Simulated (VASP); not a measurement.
# InSb (F-43m) in VASP: further runs, part 2 of 2

VASP 6.6.1. Earlier steps stand in the parts before.

## (3) Relaxation of cell and atoms, PBE

This run uses another cell than the first one, of 36.49 Å³/atom, 1.074 times its volume.

INCAR

```
PREC = Accurate
ENCUT = 600
EDIFF = 1E-7
ISMEAR = 0
SIGMA = 0.03
LREAL = F
LASPH = T
NELM = 80
ALGO = Normal
ISIF = 3
LWAVE = F
LCHARG = F
GGA = PE
IBRION = 2
NSW = 90
EDIFFG = -0.005
```

KPOINTS

```
Automatic mesh
0
Gamma
  10 10 10
```

POSCAR

```
InSb                                    
1.0
    0.0000000000      3.3168267494      3.3168267494
    3.3168267494     -0.0000000000      3.3168267494
    3.3168267494      3.3168267494      0.0000000000
  In              Sb            
     1     1
Direct
     0.0000000000000000    0.0000000000000000    0.0000000000000000
     0.2500000000000000    0.2500000000000000    0.2500000000000000
```

Potentials or basis: VASP PAW PBE potentials, release 64 (In_d, Sb).

Command:

```bash
cat potpaw_PBE.64/In_d/POTCAR potpaw_PBE.64/Sb/POTCAR > POTCAR
mpirun -np 1 vasp_std > vasp.out
```

OUTCAR:

```text
PREC = Accurate
   ENCUT = 600
   EDIFF = 1E-7
   ISMEAR = 0
   LREAL = F
   LASPH = T
   NELM = 80
   ISIF = 3
   GGA = PE
   IBRION = 2
   NSW = 90
   EDIFFG = -0.005

 ion  position               nearest neighbor table
   1  0.000  0.000  0.000-   2 2.87   2 2.87   2 2.87   2 2.87
   2  0.250  0.250  0.250-   1 2.87   1 2.87   1 2.87   1 2.87

  LATTYP: Found a face centered cubic cell.
 ALAT       =     6.6336534988

  Lattice vectors:

 A1 = (   0.0000000000,   3.3168267494,   3.3168267494)
 A2 = (   3.3168267494,   0.0000000000,   3.3168267494)
 A3 = (   3.3168267494,   3.3168267494,   0.0000000000)

Analysis of symmetry for initial positions (statically):
=====================================================================
 Subroutine PRICEL returns:
 Original cell was already a primitive cell.

 Routine SETGRP: Setting up the symmetry group for a
 face centered cubic supercell.

 Subroutine GETGRP returns: Found 24 space group operations
 (whereof 24 operations were pure point group operations)
 out of a pool of 48 trial point group operations.

The static configuration has the point symmetry T_d .

Analysis of symmetry for dynamics (positions and initial velocities):
=====================================================================
 Subroutine PRICEL returns:
 Original cell was already a primitive cell.

 Routine SETGRP: Setting up the symmetry group for a
 face centered cubic supercell.

 Subroutine GETGRP returns: Found 24 space group operations
 (whereof 24 operations were pure point group operations)
 out of a pool of 48 trial point group operations.

The dynamic configuration has the point symmetry T_d .

 Subroutine INISYM returns: Found 24 space group operations
 (whereof 24 operations are pure point group operations),
 and found     1 'primitive' translations

----------------------------------------------------------------------------------------

                                     Primitive cell

  volume of cell :      72.9791

  direct lattice vectors                    reciprocal lattice vectors
     0.000000000  3.316826749  3.316826749    -0.150746493  0.150746493  0.150746493
     3.316826749  0.000000000  3.316826749     0.150746493 -0.150746493  0.150746493
     3.316826749  3.316826749  0.000000000     0.150746493  0.150746493 -0.150746493

  length of vectors
     4.690701373  4.690701373  4.690701373     0.261100585  0.261100585  0.261100585

  position of ions in fractional coordinates (direct lattice)
     0.000000000  0.000000000  0.000000000
     0.250000000  0.250000000  0.250000000

  ion indices of the primitive-cell ions
   primitive index   ion index
                 1           1
                 2           2

----------------------------------------------------------------------------------------

 KPOINTS: Automatic mesh
[... 106 lines left out ...]
   NGX = 19   NGY = 19   NGZ = 19

--------------------------------------- Ionic step        1  -------------------------------------------

 number of electron      18.0000000 magnetization

 Free energy of the ion-electron system (eV)
  ---------------------------------------------------
  ext. energy  EPLUGINS =         0.00000000
  ---------------------------------------------------
  free energy    TOTEN  =        -6.95219046 eV

  energy without entropy =       -6.95214418  energy(sigma->0) =       -6.95216732

------------------------ aborting loop because EDIFF is reached ----------------------------------------

  FORCE on cell =-STRESS in cart. coord.  units (eV):
  Direction    XX          YY          ZZ          XY          YZ          ZX
  --------------------------------------------------------------------------------------
  -------------------------------------------------------------------------------------
  Total        0.0101607      0.0101607      0.0101607     -0.0000000      0.0000000      0.0000000
  in kB        0.2230665      0.2230665      0.2230665     -0.0000000      0.0000000      0.0000000
  external PRESSURE =       0.2230665 kB  Pullay stress =       0.0000000 kB

 VOLUME and BASIS-vectors are now :
 -----------------------------------------------------------------------------
  energy-cutoff  :      600.00
  volume of cell :       72.98
      direct lattice vectors                 reciprocal lattice vectors
     0.000000000  3.316826749  3.316826749    -0.150746493  0.150746493  0.150746493
     3.316826749  0.000000000  3.316826749     0.150746493 -0.150746493  0.150746493
     3.316826749  3.316826749  0.000000000     0.150746493  0.150746493 -0.150746493

 POSITION                                       TOTAL-FORCE (eV/Angst)
 -----------------------------------------------------------------------------------
      0.00000      0.00000      0.00000        -0.000000     -0.000000      0.000000
      1.65841      1.65841      1.65841         0.000000      0.000000     -0.000000
 -----------------------------------------------------------------------------------
    total drift:                               -0.000000     -0.000000     -0.000000

  FREE ENERGIE OF THE ION-ELECTRON SYSTEM (eV)
  ---------------------------------------------------
  free  energy   TOTEN  =        -6.9521904612 eV

  energy  without entropy=       -6.9521441825  energy(sigma->0) =       -6.95216732

--------------------------------------- Ionic step        2  -------------------------------------------

 number of electron      18.0000000 magnetization

 Free energy of the ion-electron system (eV)
  ---------------------------------------------------
  ext. energy  EPLUGINS =         0.00000000
  ---------------------------------------------------
  free energy    TOTEN  =        -6.95219189 eV

  energy without entropy =       -6.95214561  energy(sigma->0) =       -6.95216875

 E-fermi :   4.3876     XC(G=0):  -8.3827

 val. band max:        4.3784489777   @ k =   0.0000   0.0000   0.0000
 cond. band min:       4.7970535434   @ k =   0.5000   0.0000   0.0000
 fundamental gap:      0.4186045657
 Fermi energy:         4.3875859843

 k-point     1 :       0.0000    0.0000    0.0000
  band No.  band energies     occupation
      1     -10.0900      2.00000
      2     -10.0900      2.00000
      3     -10.0900      2.00000
      4     -10.0232      2.00000
      5     -10.0232      2.00000
      6      -5.9074      2.00000
      7       3.7874      2.00000
      8       4.3784      1.33334
      9       4.3784      1.33333
     10       4.3784      1.33333
     11       7.3439      0.00000
     12       7.3439      0.00000
     13       7.3439      0.00000
[... 354 lines left out ...]
  band No.  band energies     occupation
      1     -10.1377      2.00000
      2     -10.0649      2.00000
      3     -10.0642      2.00000
      4     -10.0330      2.00000
      5     -10.0178      2.00000
      6      -4.6994      2.00000
      7      -0.4243      2.00000
      8       2.4429      2.00000
      9       2.6708      2.00000
     10       5.9401      0.00000
     11       6.6531      0.00000
     12      10.0166      0.00000
     13      10.5173      0.00000

 [... further k-points ...]
[... 5 lines left out ...]
  --------------------------------------------------------------------------------------
  -------------------------------------------------------------------------------------
  Total       -0.0023714     -0.0023714     -0.0023714      0.0000000     -0.0000000      0.0000000
  in kB       -0.0520242     -0.0520242     -0.0520242      0.0000000     -0.0000000      0.0000000
  external PRESSURE =      -0.0520242 kB  Pullay stress =       0.0000000 kB

 VOLUME and BASIS-vectors are now :
 -----------------------------------------------------------------------------
  energy-cutoff  :      600.00
  volume of cell :       73.03
      direct lattice vectors                 reciprocal lattice vectors
     0.000000000  3.317639666  3.317639666    -0.150709556  0.150709556  0.150709556
     3.317639666 -0.000000000  3.317639666     0.150709556 -0.150709556  0.150709556
     3.317639666  3.317639666 -0.000000000     0.150709556  0.150709556 -0.150709556

 POSITION                                       TOTAL-FORCE (eV/Angst)
 -----------------------------------------------------------------------------------
      3.31764      3.31764     -0.00000        -0.000000     -0.000000     -0.000000
      1.65882      1.65882      1.65882         0.000000      0.000000      0.000000
 -----------------------------------------------------------------------------------
    total drift:                               -0.000000     -0.000000     -0.000000

  FREE ENERGIE OF THE ION-ELECTRON SYSTEM (eV)
  ---------------------------------------------------
  free  energy   TOTEN  =        -6.9521918904 eV

  energy  without entropy=       -6.9521456117  energy(sigma->0) =       -6.95216875

 reached required accuracy - stopping structural energy minimisation
```

OSZICAR:

```text
N       E                     dE             d eps       ncg     rms          rms(c)
DAV:   1     0.113452500127E+03    0.11345E+03   -0.87211E+03  1227   0.150E+03
DAV:   2     0.663484566451E+00   -0.11279E+03   -0.11044E+03  1292   0.315E+02
DAV:   3    -0.684203407763E+01   -0.75055E+01   -0.74647E+01  1602   0.876E+01
DAV:   4    -0.703937807028E+01   -0.19734E+00   -0.19726E+00  1438   0.167E+01
[... 14 lines left out ...]
DAV:   3    -0.695219421146E+01    0.13259E-04   -0.39369E-05  1622   0.125E-01    0.103E-02
DAV:   4    -0.695219340322E+01    0.80823E-06   -0.11886E-06  1242   0.111E-02    0.687E-03
DAV:   5    -0.695219237663E+01    0.10266E-05   -0.19006E-07  1314   0.422E-03    0.303E-03
DAV:   6    -0.695219185680E+01    0.51983E-06   -0.48360E-08   714   0.256E-03    0.455E-04
DAV:   7    -0.695219189045E+01   -0.33645E-07   -0.12573E-08   611   0.192E-03
   2 F= -.69521919E+01 E0= -.69521688E+01  d E =-.142929E-05
```

Wall time 58 s (1 thread of Intel Xeon Platinum 8488C (Sapphire Rapids), shared host); peak memory 0.27 GiB.

Results:

| Property | Result |
| --- | --- |
| Free energy | -6.9522 eV |
| Relaxed volume | 36.52 Å³/atom |
| Relaxed cell | a = 4.692 Å, b = 4.692 Å, c = 4.692 Å, α = 60.00°, β = 60.00°, γ = 60.00° |
| Space group after relaxing (to 0.05 Å) | F-43m (No. 216) |
| Energy gained by relaxing | 0.0 meV/atom |
| Ionic steps | 2 |
| Pressure after relaxing | 0.0 GPa |
| Band gap on the k mesh | none (metal or under the smearing width) |

Final structure:
```xyz
2
Lattice="0.0000 3.3176 3.3176 3.3176 0.0000 3.3176 3.3176 3.3176 0.0000" Properties=species:S:1:pos:R:3 pbc="T T T"
In    3.3176    3.3176    0.0000
Sb    1.6588    1.6588    1.6588
```

Caveat: this crystal is a semiconductor, whose small gap the functional closes, so the metal is an error of the method.
